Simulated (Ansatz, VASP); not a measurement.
## One calculation of AgCl (Chlorargyrite), two programs

INCAR

```
SYSTEM = AgCl
PREC = Accurate
ENCUT = 520
EDIFF = 1E-7
ISMEAR = -1
SIGMA = 0.05
LREAL = .FALSE.
LASPH = .TRUE.
NELM = 60
ALGO = Normal
ISIF = 2
LWAVE = .FALSE.
LCHARG = .FALSE.
GGA = PE
NBANDS = 16
```

KPOINTS

```
Automatic mesh
0
G
  8 8 8
  0 0 0
```

Contents of POSCAR:

```
AgCl
1.0
    0.0000000000      2.7350000000      2.7350000000
    2.7350000000      0.0000000000      2.7350000000
    2.7350000000      2.7350000000      0.0000000000
Ag Cl
1 1
Direct
    0.0000000000      0.0000000000      0.0000000000
    0.5000000000      0.5000000000      0.5000000000
```

input.yaml

```yaml
crystal:
  lattice:
    - [0.0, 2.735, 2.735]
    - [2.735, 0.0, 2.735]
    - [2.735, 2.735, 0.0]
  atoms:
    - { symbol: Ag, position: [0.0, 0.0, 0.0] }
    - { symbol: Cl, position: [0.5, 0.5, 0.5] }
hamiltonian:
  xc: pbe
  pseudopotentials: { kind: paw }
kpoints:
  mp_grid: { grid: [8, 8, 8] }
scf:
  occupations: { method: fermi_dirac, width: 0.05 }
output:
  forces: true
  stress: true
  eigenvalues: true
  write_density: true
  write_potential: true
  elf: true
  volumetric_format: npy
```

Alike in both runs: task single point; functional PBE; k mesh 8 × 8 × 8; occupations fermi-dirac, width 0.05 eV; no spin polarisation.

```csv
,VASP,Ansatz
version,VASP 6.6.1,Ansatz 0.2.0
potentials or method,"VASP PAW PBE potentials, release 64 (Ag, Cl)",Ansatz PAW
plane-wave cutoff (eV),520,420
valence electrons in the cell,18,26
```

|  | VASP | Ansatz | Ansatz less VASP |
| --- | --- | --- | --- |
| gap on the k mesh at the Fermi level (eV) | 0.90 | 0.91 | +0.003 |
| least direct gap on the mesh (eV) | 3.32 | 3.32 | +0.002 |
| pressure (GPa) | 3.8 | 3.9 | +0.16 |

The two sets of potentials don't hold the same shells in valence.

A k mesh can miss the band edges. PBE gaps usually lie below the measured ones, often by a third to a half.
